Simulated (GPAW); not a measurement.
Crystal: ZrB2.

```xyz
3
Lattice="3.1700 0.0000 0.0000 -1.5850 2.7453 0.0000 0.0000 0.0000 3.5330" Properties=species:S:1:pos:R:3 pbc="T T T"
Zr    0.0000    0.0000    0.0000
B     1.5850    0.9151    1.7665
B     0.0000    1.8302    1.7665
```

```yaml
Program: GPAW 26.7.0
Task: relaxation of cell and atoms
Functional: AM05
Potentials_or_basis: PAW data sets generated in the run's folder for this functional
Cutoff: 800 eV
Basis: pw
k_mesh: 7 × 7 × 5
Occupations: fermi-dirac, width 0.05 eV
Spin: no spin polarisation
```

At the start: pressure -5.6 GPa; volume 10.25 Å³/atom.

Task: Where does the relaxation end?

Result: Over 3 steps the energy falls by 4.2 meV/atom and the volume is 10.00 Å³/atom (-2.4 %); space group P6/mmm (No. 191, to 0.05 Å).

Step by step:
```tsv
step	energy change (eV)	largest force (eV/Å)	pressure (GPa)	volume (Å³)
1	0.0000	0.0000	-5.62	30.75
2	-0.0049	0.0000	-4.43	30.59
3	-0.0126	0.0000	0.23	30.01
```

Final structure:
```xyz
3
Lattice="3.1478 0.0000 0.0000 -1.5739 2.7261 0.0000 0.0000 0.0000 3.4967" Properties=species:S:1:pos:R:3 pbc="T T T"
Zr    0.0000    0.0000    0.0000
B     1.5739    0.9087    1.7483
B     0.0000    1.8174    1.7483
```

Caveat: later steps reuse the first step's grids.
